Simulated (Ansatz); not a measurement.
# SnSe2 under changes of volume

One of the cells (25.726 Å³/atom); the others are scaled copies at fixed shape and fractional positions:

```
Sn Se
1.0
     3.81100    0.00000    0.00000
    -1.90550    3.30042    0.00000
     0.00000    0.00000    6.13600
Sn Se
1 2
Cartesian
  0.0000 0.0000 0.0000
  1.9055 1.1001 4.6081
  0.0000 2.2003 1.5279
```

* Program: Ansatz 0.2.0
* Functional: r2SCAN
* Potentials or basis: Ansatz PAW
* Cutoff: 500 eV (not typed: the program's choice for these potentials)
* k mesh: 8 × 8 × 5
* Occupations: fermi-dirac, width 0.05 eV
* Spin: no spin polarisation

```tsv
volume (Å³/atom)	energy over the lowest point (meV/atom)	pressure (GPa)	gap on the mesh (eV)	largest force (eV/Å)
24.182	74.17	9.4	1.19	1.199
24.697	47.45	7.3	1.16	0.953
25.212	?	?	?	?
25.726	13.09	3.6	1.10	0.517
26.241	4.17	2.0	1.06	0.325
26.755	0.00	0.6	1.03	0.147
27.270	0.08	-0.6	1.00	0.018
```

Question: What does the run at 25.212 Å³/atom give?

Answer: Energy over the lowest point 27.31 meV/atom; pressure 5.3 GPa; gap on the mesh 1.13 eV; largest force 0.726 eV/Å.

Worked out: A Birch-Murnaghan fit of order 3 (a polynomial in V^(-2/3)) to the other rows has its minimum at 27.00 Å³/atom with B0 = V·E''(V) = 66 GPa and B' = 4.6 at fixed shape and positions, which overstates the stiffness. It gives 27.31 meV/atom at 25.212 Å³/atom, against the run's 27.31, and -dE/dV = 5.3 GPa, against 5.3. A straight line through the other rows of the gap, of slope -1.6 eV per unit of ln V, gives 1.13 eV, against the run's 1.13.

Energies are extrapolated to zero smearing.

Caveats: odd divisions of the mesh miss points on the zone boundary, where band edges often lie, so the gap on the mesh can be too wide; spin-orbit coupling is left out, which moves the levels of the heavy elements; the PAW data sets come from PBE, with cores solved anew for the run's functional, which leaves a small shift of forces and pressure; forces of over 1 eV/Å show positions far from the minimum, so gaps and moduli don't describe the material at rest (some runs).

A mesh can miss the band edges.
